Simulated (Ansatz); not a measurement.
Results of r²SCAN+rVV10 (Ansatz, a first-principles code, plane waves, PAW) for fluorite SrF2.

Numerical settings: plane-wave cutoff 560 eV, 10×10×10 k mesh, Fermi–Dirac smearing 0.01 eV, scalar-relativistic PAW data made under PBE.

The cell is scaled about its equilibrium volume:

```
V (Å³/atom)  P (GPa)  direct gap at Γ (eV)  smallest gap on the k mesh (eV)
-----------  -------  --------------------  -------------------------------
15.003          5.53                 7.965                            7.873
15.322          3.47                 7.849                            7.753
15.641          1.64                 7.736                            7.637
15.961          0.00                 7.627                            7.526
16.280         -1.47                 7.522                            7.418
16.599         -2.77                 7.420                            7.314
16.918         -3.94                 7.322                            7.214
```

The fundamental gap (7.53 eV at the equilibrium volume, with added k points) lies elsewhere than Γ–Γ.

Measured, for comparison: band gap 11.1 eV (temperature not stated, no zero-point or thermal correction; as tabulated in Aguado et al. (1999), arXiv:cond-mat/9901145).

Spin–orbit coupling is not included.
